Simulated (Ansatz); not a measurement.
A run of Ansatz 0.2.0 is set up as follows.

input.yaml

```yaml
crystal:
  lattice:
    - [1.488052925, -2.59468961, 0.0]
    - [1.488052925, 2.59468961, 0.0]
    - [0.0, 0.0, 4.72759579]
  atoms:
    - { symbol: Ge, position: [0.33344663, 0.66655337, 0.25] }
    - { symbol: Ge, position: [0.66655337, 0.33344663, 0.75] }
hamiltonian:
  xc: lda
  pseudopotentials: { kind: paw }
kpoints:
  mp_grid: { grid: [10, 10, 6] }
  band_path:
    path:
      - [[0.0, 0.0, 0.0], [0.3322253894, 0.3322253894, 0.0], [0.0, 0.5, 0.0], [0.0, 0.5, 0.5], [0.3322253894, 0.3322253894, 0.5], [0.0, 0.0, 0.5], [0.0, 0.0, 0.0], [-0.5, 0.5, 0.0], [-0.3322253894, 0.6677746106, 0.0], [-0.3322253894, 0.6677746106, 0.5], [-0.5, 0.5, 0.5], [-0.5, 0.5, 0.0]]
      - [[0.0, 0.0, 0.5], [-0.5, 0.5, 0.5]]
    npoints: 14
scf:
  occupations: { method: fermi_dirac, width: 0.05 }
  n_extra_bands: 6
output:
  forces: true
  stress: true
  eigenvalues: true
  fatbands: true
  write_density: true
  write_potential: true
  elf: true
  volumetric_format: npy
```

Potentials or basis: Ansatz PAW.

Launch:

```bash
$ ansatz run input.yaml --threads 2 --pin off --max-ram 5632MiB --backend cpu --events-out ev --progress --plain --runs-dir out
```

Question: Predict the pressure.

Answer: -1.2 GPa.

Question: Predict the band gap on the k mesh.

Answer: None (metal or under the smearing width).

Stress tensor (GPa, compression positive):
```
-2.08  0.00  0.00
 0.00 -1.89  0.00
 0.00  0.00  0.31
```

Caveat: the PAW data sets come from PBE, with cores solved anew for the run's functional, which leaves a small shift of forces and pressure.
